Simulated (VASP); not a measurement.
Na: single point with PBE

Slab: Na, a slab with vacuum.

```xyz
9
Lattice="3.7004 0.0000 0.0000 -1.8502 3.2046 0.0000 0.0000 0.0000 40.0746" Properties=species:S:1:pos:R:3 pbc="T T T"
Na    0.0000    2.1364    7.5000
Na    0.0000    0.0000   10.6343
Na    1.8502    1.0682   13.7687
Na    0.0000    0.0000   16.9030
Na    0.0000    2.1364   20.0373
Na    0.0000    0.0000   23.1717
Na    1.8502    1.0682   26.3060
Na    0.0000    0.0000   29.4403
Na    0.0000    2.1364   32.5746
```

The slab is cut from a database's or a generator's crystal, which needn't be the stable form of the element.

The cell isn't the ideal one: the (0 0 1) slab of Na, cut from the database cell, not relaxed.

```yaml
Program: VASP 6.6.1
Task: single point
Functional: PBE
Potentials_or_basis: VASP PAW PBE potentials, release 64 (Na_pv)
Cutoff: 520 eV
k_mesh: 8 × 8 × 1
Occupations: fermi-dirac, width 0.05 eV
Spin: no spin polarisation
Dipole_correction: yes
Further_INCAR_settings: ALGO = Normal; EDIFF = 1e-07; NBANDS = 42
```

```
Largest force          : 0.042 eV/Å
Band gap on the k mesh : none (metal or under the smearing width)
```

Forces in eV/Å, atoms in the order of the input:
```
Na   0.000  0.000  0.042
Na   0.000  0.000  0.024
Na   0.000  0.000 -0.025
Na   0.000  0.000  0.005
Na   0.000  0.000  0.000
Na   0.000  0.000 -0.005
Na   0.000  0.000  0.025
Na   0.000  0.000 -0.024
Na   0.000  0.000 -0.042
```

Levels at points of the mesh, in eV from the Fermi level:
```
           k point  band 30  band 31  band 32  band 33  band 34  band 35
(0.00, 0.00, 0.00)    -2.89    -2.61    -2.23    -1.78    -1.27    -0.68
(0.50, 0.00, 0.00)     0.51     0.60     0.66     0.82     0.94     1.06
```

Run time: 3.4 min on 1 thread of Intel(R) Xeon(R) Platinum 8488C (Sapphire Rapids), on a shared host, peak memory 0.56 GiB.
